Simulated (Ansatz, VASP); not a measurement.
**Two plane-wave programs on Si**

The input INCAR:

```
ALGO = Normal
EDIFF = 1E-6
ENCUT = 520
GGA = PE
ISIF = 2
ISMEAR = -1
LASPH = True
LCHARG = False
LREAL = False
LWAVE = False
NBANDS = 11
NELM = 100
PREC = Accurate
SIGMA = 0.05
```

Contents of KPOINTS:

```
k-points
0
Gamma
  8 8 10
```

Contents of POSCAR:

```
Si
1.0
    4.1209500000      0.0000000000      0.0000000000
   -2.0604700000      3.5688500000      0.0000000000
    0.0000000000      0.0000000000      2.6547900000
Si
2
Direct
    0.3333300000      0.6666700000      0.5000000000
    0.6666700000      0.3333300000      0.5000000000
```

The input input.yaml:

```yaml
crystal:
  lattice:
    - [4.12095, 0.0, 0.0]
    - [-2.06047, 3.56885, 0.0]
    - [0.0, 0.0, 2.65479]
  atoms:
    - { symbol: Si, position: [0.33333, 0.66667, 0.5] }
    - { symbol: Si, position: [0.66667, 0.33333, 0.5] }
hamiltonian:
  xc: pbe
  pseudopotentials: { kind: paw }
kpoints:
  mp_grid: { grid: [8, 8, 10] }
scf:
  occupations: { method: fermi_dirac, width: 0.05 }
output:
  forces: true
  stress: true
  eigenvalues: true
  write_density: true
  write_potential: true
  elf: true
  volumetric_format: npy
```

The cell was built by a generator and needn't be a form met in nature.

Alike in both runs: task single point; functional PBE; k mesh 8 × 8 × 10; occupations fermi-dirac, width 0.05 eV; no spin polarisation.

|  | VASP | Ansatz |
| --- | --- | --- |
| version | VASP 6.6.1 | Ansatz 0.2.0 |
| potentials or method | VASP PAW PBE potentials, release 64 (Si) | Ansatz PAW |
| plane-wave cutoff (eV) | 520 | 420 |
| valence electrons in the cell | 8 | 8 |

|  | VASP | Ansatz | Ansatz less VASP |
| --- | --- | --- | --- |
| gap on the k mesh at the Fermi level (eV) | none | none | - |
| pressure (GPa) | 0.0 | 0.0 | +0.06 |
| largest component of the traceless stress (GPa) | 0.56 | 0.60 | +0.033 |

A gap of «none» marks a metal or a gap that the smearing closes. With one functional, cell and mesh, what is left measures potentials, basis and numerics.
